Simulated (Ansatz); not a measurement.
This run works on a generated trial structure, not on a known crystal.

Input and command of a plane-wave DFT calculation in Ansatz:

```yaml
crystal:
  lattice:
    - [-0.0237173103, 2.7607584129, -0.0028469639]
    - [0.0165666294, -0.0056937439, 5.4607850906]
    - [5.4878364946, -0.0474346205, 0.0165671644]
  atoms:
    - { symbol: Ge, position: [0.4912153019, 0.2562772226, 0.2565907919] }
    - { symbol: Ge, position: [0.5056731752, 0.7438372512, 0.2352368995] }
    - { symbol: Ge, position: [0.5261112756, 0.2550231476, 0.7535154949] }
    - { symbol: Ge, position: [0.4770002473, 0.7448623787, 0.7546568137] }
basis:
  ecutwfc: 420
kpoints:
  mp_grid: { grid: [8, 4, 4] }
hamiltonian:
  xc: pbe
scf:
  occupations: { method: gaussian, width: 0.2 }
  lower_state_search: "off"
output:
  forces: true
  stress: true
  eigenvalues: true
relax:
  adjacent_minimum: "off"
  f_tol: 0.025
  max_steps: 60
  cell: { stress_tol: 0.25 }
```

```bash
ansatz run input.yaml --threads 1 --pin off --max-ram 2560MiB --backend cpu --events-out ev --progress --plain --runs-dir out
```

Processor: Intel(R) Xeon(R) Processor @ 2.50GHz (Skylake/Cascade Lake), 1 thread, on a host shared with other jobs.

Problem. How long does it run, and how much memory does it take?

Solution. About 5.5 min, peak memory 0.44 GiB. It solves 34 bands at 68 k points (after reduction by symmetry) with about 1593 plane waves (on the last cell), in 77 SCF iterations over 11 ionic steps.
